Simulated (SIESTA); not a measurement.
# Co under changes of volume

One of the cells (10.640 Å³/atom); the others are scaled copies at fixed shape and fractional positions:

```
Co
1.0
     2.47200    0.00000    0.00000
    -1.23600    2.14081    0.00000
     0.00000    0.00000    4.02114
Co
2
Direct
  0.66667 0.33333 0.75000
  0.33333 0.66667 0.25000
```

| Property | Result |
| --- | --- |
| Program | SIESTA 5.4.2 |
| Functional | RPBE |
| Potentials or basis | PseudoDojo 0.4 standard (PBE files) |
| Basis | DZP (energy shift 0.002 Ry) |
| Grid cutoff | 800 Ry |
| Energy shift | 0.002 Ry |
| k mesh | 8 × 8 × 5 |
| Occupations | fermi-dirac, width 0.05 eV |
| Spin | collinear spin, ferromagnetic start |
| Starting moments | [2.0, 2.0] μB |

```tsv
volume (Å³/atom)	energy over the lowest point (meV/atom)	pressure (GPa)	moment (μB per cell)
10.002	?	?	?
10.215	63.07	22.8	3.29
10.427	36.76	17.3	3.31
10.640	17.37	11.7	3.33
10.853	5.51	6.3	3.34
11.066	0.18	2.0	3.36
11.279	0.00	-1.5	3.37
```

Q: What does the run at 10.002 Å³/atom give?

A: Energy over the lowest point 97.78 meV/atom; pressure 29.8 GPa; moment 3.27 μB per cell.

Worked out: A Birch-Murnaghan fit of order 3 (a polynomial in V^(-2/3)) to the other rows has its minimum at 11.17 Å³/atom with B0 = V·E''(V) = 215 GPa and B' = 4.3 at fixed shape and positions, which overstates the stiffness. It gives 98.46 meV/atom at 10.002 Å³/atom, against the run's 97.78, and -dE/dV = 30.0 GPa, against 29.8. A straight line through the other rows of the moment, of slope 0.0752 μB per Å³/atom, extrapolates to 3.28 μB, against the run's 3.27.

Energies are extrapolated to zero smearing.

Caveats: some runs use coarse meshes; semicore shells carry a single zeta, which can move pressures by several GPa and volumes by a few percent; the potentials were made for another functional, which shifts forces and pressure; the basis of atomic orbitals isn't converged, which shifts pressures, moduli and gaps.
